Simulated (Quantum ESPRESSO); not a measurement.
# NaH (Fm-3m) in Quantum ESPRESSO: reference runs, part 2 of 2

Quantum ESPRESSO 7.5.

## (3) Single point, PBEsol, 13.66 Å³/atom

pw.in

```
&CONTROL
  calculation = 'scf'
  prefix = 'pwscf'
  outdir = './tmp'
  pseudo_dir = './pseudo'
  tstress = .true.
  disk_io = 'nowf'
/
&SYSTEM
  ibrav = 0
  nat = 2
  ntyp = 2
  ecutwfc = 45
  ecutrho = 360
  nbnd = 10
  occupations = 'smearing'
  smearing = 'fd'
  degauss = 0.00367493
/
&ELECTRONS
  conv_thr = 4d-10
  electron_maxstep = 120
  mixing_beta = 0.5
/
ATOMIC_SPECIES
Na    22.9898 na_pbesol_v1.5.uspp.F.UPF
H      1.0080 h_pbesol_v1.4.uspp.F.UPF
CELL_PARAMETERS angstrom
   0.0000000000    2.3901901053    2.3901901053
   2.3901901053    0.0000000000    2.3901901053
   2.3901901053    2.3901901053    0.0000000000
ATOMIC_POSITIONS crystal
Na     0.0000000000    0.0000000000    0.0000000000
H      0.5000000000    0.5000000000    0.5000000000
K_POINTS automatic
9 9 9 0 0 0
```

Potentials or basis: GBRV 1.5 PBEsol.

Launch:

```
$ OMP_NUM_THREADS=1 mpirun -n 2 pw.x -nk 2 -in pw.in > pw.out
```

Wall time 4 s (2 MPI ranks of Arm Neoverse V1, shared host); peak memory 0.14 GiB.

It converged, with:

* Free energy: -1310.8127 eV
* Pressure: 0.2 GPa
* Band gap on the k mesh: 3.93 eV, indirect (least direct gap 4.68 eV)

Caveat: an odd mesh through Γ misses points on the zone boundary, where band edges often lie.

## (4) Single point, PBEsol, 13.95 Å³/atom

pw.in, as its differences from that of step 3:

```diff
@@ -28,5 +28,5 @@
 CELL_PARAMETERS angstrom
-   0.0000000000    2.3901901053    2.3901901053
-   2.3901901053    0.0000000000    2.3901901053
-   2.3901901053    2.3901901053    0.0000000000
+   0.0000000000    2.4070229845    2.4070229845
+   2.4070229845    0.0000000000    2.4070229845
+   2.4070229845    2.4070229845    0.0000000000
 ATOMIC_POSITIONS crystal
```

Launch:

```
$ OMP_NUM_THREADS=1 mpirun -n 2 pw.x -nk 2 -in pw.in > pw.out
```

Run time: 4.1 s. Hardware: 2 MPI ranks of Arm Neoverse V1, shared host; peak memory 0.14 GiB.

The run converged. Its results:

```
Free energy            : -1310.8127 eV
Pressure               : -0.3 GPa
Band gap on the k mesh : 3.89 eV, indirect (least direct gap 4.64 eV)
```

Caveat: an odd mesh through Γ misses points on the zone boundary, where band edges often lie.

## (5) Single point, PBEsol, 14.24 Å³/atom

pw.in, as its differences from that of step 4:

```diff
@@ -28,5 +28,5 @@
 CELL_PARAMETERS angstrom
-   0.0000000000    2.4070229845    2.4070229845
-   2.4070229845    0.0000000000    2.4070229845
-   2.4070229845    2.4070229845    0.0000000000
+   0.0000000000    2.4236236676    2.4236236676
+   2.4236236676    0.0000000000    2.4236236676
+   2.4236236676    2.4236236676    0.0000000000
 ATOMIC_POSITIONS crystal
```

Potentials or basis: GBRV 1.5 PBEsol.

Launch:

```
$ OMP_NUM_THREADS=1 mpirun -n 2 pw.x -nk 2 -in pw.in > pw.out
```

pw.out:

```text
This program is part of the open-source Quantum ESPRESSO suite
     for quantum simulation of materials; please cite
         "P. Giannozzi et al., J. Phys.:Condens. Matter 21 395502 (2009);
         "P. Giannozzi et al., J. Phys.:Condens. Matter 29 465901 (2017);
         "P. Giannozzi et al., J. Chem. Phys. 152 154105 (2020);
     in publications or presentations arising from this work. More details at

     Message from routine setup:
     using ibrav=0 with symmetry is DISCOURAGED, use correct ibrav instead

     K-points division:     npool     =       2
     Subspace diagonalization in iterative solution of the eigenvalue problem:
     a serial algorithm will be used

     G-vector sticks info
     --------------------
     sticks:   dense  smooth     PW     G-vecs:    dense   smooth      PW
     Sum        1039     511    163                22219     7799    1411

     Using Slab Decomposition

     bravais-lattice index     =            0
     lattice parameter (alat)  =       6.4771  a.u.
     unit-cell volume          =     192.1419 (a.u.)^3
     number of atoms/cell      =            2
     number of atomic types    =            2
     number of electrons       =        10.00
     number of Kohn-Sham states=           10
     kinetic-energy cutoff     =      45.0000  Ry
     charge density cutoff     =     360.0000  Ry
     scf convergence threshold =      4.0E-10
     mixing beta               =       0.5000
     number of iterations used =            8  plain     mixing
     Exchange-correlation= SLA  PW   PSX  PSC
                           (   1   4  10   8   0   0   0)

     celldm(1)=   6.477077  celldm(2)=   0.000000  celldm(3)=   0.000000
     celldm(4)=   0.000000  celldm(5)=   0.000000  celldm(6)=   0.000000

[... 80 lines left out ...]
        k(   35) = (  -0.0785674  -0.3928371   0.7071068), wk =   0.0658436

     Dense  grid:    22219 G-vectors     FFT dimensions: (  40,  40,  40)

     Smooth grid:     7799 G-vectors     FFT dimensions: (  27,  27,  27)

     Initial potential from superposition of free atoms

     starting charge       9.9936, renormalised to      10.0000
     Starting wfcs are    6 randomized atomic wfcs +    4 random wfcs

     Self-consistent Calculation

     iteration #  1     ecut=    45.00 Ry     beta= 0.50
     Davidson diagonalization with overlap
     ethr =  1.00E-02,  avg # of iterations =  6.3

     Threshold (ethr) on eigenvalues was too large:
     Diagonalizing with lowered threshold

     Davidson diagonalization with overlap
     ethr =  8.28E-04,  avg # of iterations =  1.0

     total energy              =     -96.33751017 Ry
     estimated scf accuracy    <       0.08257835 Ry
[... 43 lines left out ...]
     iteration #  8     ecut=    45.00 Ry     beta= 0.50
     Davidson diagonalization with overlap
     ethr =  7.23E-12,  avg # of iterations =  2.0

     End of self-consistent calculation

          k = 0.0000 0.0000 0.0000 (   941 PWs)   bands (ev):

   -49.3979 -21.4491 -21.4491 -21.4491  -3.0833  10.9444  15.9212  15.9212
    15.9212  16.9078

          k = 0.0786 0.0786-0.0786 (   953 PWs)   bands (ev):
[... 166 lines left out ...]
   -49.3893 -21.5125 -21.5008 -21.4799   0.5074   6.0190   6.7871   9.1872
    16.4801  17.2280

     the Fermi energy is     1.9333 ev

!    total energy              =     -96.34283249 Ry
     estimated scf accuracy    <          2.0E-11 Ry
     smearing contrib. (-TS)   =      -0.00000000 Ry
     internal energy E=F+TS    =     -96.34283249 Ry

     The total energy is F=E-TS. E is the sum of the following terms:
     one-electron contribution =     -79.24827146 Ry
     hartree contribution      =      40.88641174 Ry
     xc contribution           =     -14.79590935 Ry
     ewald contribution        =     -43.18506342 Ry

     convergence has been achieved in   8 iterations

     Computing stress (Cartesian axis) and pressure

          total   stress  (Ry/bohr**3)                   (kbar)     P=       -7.50
  -0.00005098  -0.00000000  -0.00000000           -7.50       -0.00       -0.00
  -0.00000000  -0.00005098  -0.00000000           -0.00       -7.50       -0.00
  -0.00000000  -0.00000000  -0.00005098           -0.00       -0.00       -7.50

=------------------------------------------------------------------------------=
   JOB DONE.
=------------------------------------------------------------------------------=
```

Run time: 4.1 s. Hardware: 2 MPI ranks of Arm Neoverse V1, shared host; peak memory 0.14 GiB.

Results:

```
Free energy            : -1310.8110 eV
Pressure               : -0.7 GPa
Band gap on the k mesh : 3.86 eV, indirect (least direct gap 4.59 eV)
```

Caveat: an odd mesh through Γ misses points on the zone boundary, where band edges often lie.

## (6) Single point, PBEsol, 14.53 Å³/atom

pw.in, as its differences from that of step 5:

```diff
@@ -28,5 +28,5 @@
 CELL_PARAMETERS angstrom
-   0.0000000000    2.4236236676    2.4236236676
-   2.4236236676    0.0000000000    2.4236236676
-   2.4236236676    2.4236236676    0.0000000000
+   0.0000000000    2.4400000000    2.4400000000
+   2.4400000000    0.0000000000    2.4400000000
+   2.4400000000    2.4400000000    0.0000000000
 ATOMIC_POSITIONS crystal
```

Potentials or basis: GBRV 1.5 PBEsol.

Launch:

```
$ OMP_NUM_THREADS=1 mpirun -n 2 pw.x -nk 2 -in pw.in > pw.out
```

Run time: 4.1 s. Hardware: 2 MPI ranks of Arm Neoverse V1, shared host; peak memory 0.14 GiB.

It converged, with:

```yaml
Free_energy: -1310.8077 eV
Pressure: -1.2 GPa
Band_gap_on_the_k_mesh: 3.82 eV, indirect (least direct gap 4.55 eV)
```

Caveat: an odd mesh through Γ misses points on the zone boundary, where band edges often lie.

## (7) Single point, PBEsol, 14.82 Å³/atom

pw.in, as its differences from that of step 6:

```diff
@@ -28,5 +28,5 @@
 CELL_PARAMETERS angstrom
-   0.0000000000    2.4400000000    2.4400000000
-   2.4400000000    0.0000000000    2.4400000000
-   2.4400000000    2.4400000000    0.0000000000
+   0.0000000000    2.4561594113    2.4561594113
+   2.4561594113    0.0000000000    2.4561594113
+   2.4561594113    2.4561594113    0.0000000000
 ATOMIC_POSITIONS crystal
```

Launch:

```
$ OMP_NUM_THREADS=1 mpirun -n 2 pw.x -nk 2 -in pw.in > pw.out
```

It took 4.3 s on 2 MPI ranks of Arm Neoverse V1, shared host; peak memory 0.14 GiB.

Results (log left out):

- Free energy: -1310.8030 eV
- Pressure: -1.5 GPa
- Band gap on the k mesh: 3.79 eV, indirect (least direct gap 4.51 eV)

Caveat: an odd mesh through Γ misses points on the zone boundary, where band edges often lie.

## (8) Single point, PBEsol, 15.11 Å³/atom

pw.in, as its differences from that of step 7:

```diff
@@ -28,5 +28,5 @@
 CELL_PARAMETERS angstrom
-   0.0000000000    2.4561594113    2.4561594113
-   2.4561594113    0.0000000000    2.4561594113
-   2.4561594113    2.4561594113    0.0000000000
+   0.0000000000    2.4721089453    2.4721089453
+   2.4721089453    0.0000000000    2.4721089453
+   2.4721089453    2.4721089453    0.0000000000
 ATOMIC_POSITIONS crystal
```

Launch:

```
$ OMP_NUM_THREADS=1 mpirun -n 2 pw.x -nk 2 -in pw.in > pw.out
```

It took 4.3 s on 2 MPI ranks of Arm Neoverse V1, shared host; peak memory 0.14 GiB.

Results (log left out):

```yaml
Free_energy: -1310.7970 eV
Pressure: -1.9 GPa
Band_gap_on_the_k_mesh: 3.75 eV, indirect (least direct gap 4.46 eV)
```

Caveat: an odd mesh through Γ misses points on the zone boundary, where band edges often lie.

## (9) Single point, PBEsol, 15.40 Å³/atom

pw.in, as its differences from that of step 8:

```diff
@@ -28,5 +28,5 @@
 CELL_PARAMETERS angstrom
-   0.0000000000    2.4721089453    2.4721089453
-   2.4721089453    0.0000000000    2.4721089453
-   2.4721089453    2.4721089453    0.0000000000
+   0.0000000000    2.4878552867    2.4878552867
+   2.4878552867    0.0000000000    2.4878552867
+   2.4878552867    2.4878552867    0.0000000000
 ATOMIC_POSITIONS crystal
```

Potentials or basis: GBRV 1.5 PBEsol.

Launch:

```
$ OMP_NUM_THREADS=1 mpirun -n 2 pw.x -nk 2 -in pw.in > pw.out
```

Run time: 4 s. Hardware: 2 MPI ranks of Arm Neoverse V1, shared host; peak memory 0.14 GiB.

It converged, with:

* Free energy: -1310.7898 eV
* Pressure: -2.2 GPa
* Band gap on the k mesh: 3.72 eV, indirect (least direct gap 4.42 eV)

Caveat: an odd mesh through Γ misses points on the zone boundary, where band edges often lie.

## (10) Equation of state, PBEsol

Potentials or basis: GBRV 1.5 PBEsol.

No new run: the results of the series are fitted here.

What came out:

```
Equilibrium volume                      : 13.80 Å³/atom
Bulk modulus                            : 24 GPa
Pressure derivative of the bulk modulus : 3.6
```

Energy against volume, from the lowest point:
```csv
volume (Å³/atom),energy (meV/atom)
13.655,0.01
13.946,0.00
14.236,0.86
14.527,2.51
14.817,4.87
15.108,7.88
15.398,11.48
```
